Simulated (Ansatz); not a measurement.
Ca: distorted cells

These are results of Ansatz 0.2.0, DFT PBE, scalar-relativistic, plane waves, PAW, not measurements.

Plane waves to 420 eV, a k mesh through Γ of 12×12×12 on the computed 1-atom cell and Gaussian smearing (0.10 eV); no spin polarisation.

Reference cell:

```yaml
crystal:
  lattice:
    - [3.48866, 0.00000, 0.00000]
    - [0.00000, 3.48866, 0.00000]
    - [0.00000, 0.00000, 3.48866]
  atoms:
    - { symbol: Ca, position: [0.00000, 0.00000, 0.00000] }
```

Each variant moves atoms of this cell by the vectors given, if any (Å), and then applies a symmetric strain (tensor components, Cartesian axes). The reference cell isn't relaxed at this level. Energies are per atom at zero smearing, counted from the lowest variant. Pressure is positive in compression.

1. strain (xx yy zz yz xz xy, %) -1.37 -1.37 -1.37 0.00 0.00 0.00
2. strain (xx yy zz yz xz xy, %) 1.44 1.44 1.44 0.00 0.00 0.00
3. strain (xx yy zz yz xz xy, %) 3.57 3.57 3.57 0.00 0.00 0.00
4. strain (xx yy zz yz xz xy, %) 2.58 2.58 2.58 0.00 0.00 0.00
5. strain (xx yy zz yz xz xy, %) -1.88 -2.39 -1.41 0.05 0.22 0.37

Order the variants by energy, lowest first.

2 (0.0 meV/atom), 1 (3.8 meV/atom), 4 (4.1 meV/atom), 5 (7.4 meV/atom), 3 (9.8 meV/atom). Neighbours within 1 meV/atom are level.

Order them by pressure, highest first.

5 (0.96 GPa), 1 (0.73 GPa), 2 (-0.25 GPa), 4 (-0.56 GPa), 3 (-0.79 GPa).

This simple cubic form isn't the element's structure at ambient conditions.